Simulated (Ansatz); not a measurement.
Convergence of Ag

```yaml
crystal:
  lattice:
    - [2.93000, 0.00000, 0.00000]
    - [-1.46500, 2.53745, 0.00000]
    - [0.00000, 0.00000, 4.79000]
  atoms:
    - { symbol: Ag, position: [0.33333, 0.66667, 0.25000] }
    - { symbol: Ag, position: [0.66667, 0.33333, 0.75000] }
```

Atom numbers follow the list: Ag1, Ag2.

The cell is COD entry 1509145, as deposited and not checked against the literature; nothing was relaxed.

The calculation used DFT, PBE, all-electron LAPW, scalar-relativistic in Ansatz 0.2.0.

The runs use a Γ-centred 14×14×8 k mesh, Fermi–Dirac smearing of 0.05 eV, basis error target 0.25 meV/atom, no spin polarisation. One setting is then changed at a time.

```
LAPW cutoff (eV)  free energy less the base's (meV/atom)  P (GPa)
      268 (base)                                     0.0     0.47
             150                                     6.8        ?
             180                                       ?     0.49
             260                                     0.0     0.47
             400                                     0.0     0.47
```

Problem. Fill in "P (GPa)" for the row "150".

Solution. 0.54.

Problem. Fill in "free energy less the base's (meV/atom)" for the row "180".

Solution. 1.6.
